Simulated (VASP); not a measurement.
Input of a VASP 6.6.1 run:

File INCAR:

```
  PREC = Accurate
  ENCUT = 520
  EDIFF = 1E-7
  ISMEAR = -1
  SIGMA = 0.05
  LREAL = False
  LASPH = True
  NELM = 60
  ALGO = Normal
  ISIF = 2
  LWAVE = False
  LCHARG = False
  GGA = PS
  NBANDS = 15
```

The input KPOINTS:

```
regular mesh
0
Gamma
  11 11 11
```

The input POSCAR:

```
TiC
1.0
    0.0000000000      2.1657188437      2.1657188437
    2.1657188437      0.0000000000      2.1657188437
    2.1657188437      2.1657188437      0.0000000000
Ti C
1 1
Direct
   -0.0179180000      0.0215340000     -0.0071780000
    0.4843900000      0.5074340000      0.5141740000
```

Potentials or basis: VASP PAW PBE potentials, release 64 (Ti_sv, C).

Command:

```console
$ cat potpaw_PBE.64/Ti_sv/POTCAR potpaw_PBE.64/C/POTCAR > POTCAR
$ mpirun -np 1 vasp_std > vasp.out
```

Question: Estimate the band gap on the k mesh.

Answer: None (metal or under the smearing width).

Question: Estimate the pressure.

Answer: -6.0 GPa.

Question: What does it give for the largest force?

Answer: 0.551 eV/Å.

Forces on the atoms (eV/Å):
```
Ti   0.147  0.474 -0.239
C   -0.147 -0.474  0.239
```

Caveat: the PAW data sets were made with another functional, which shifts forces and pressure a little.
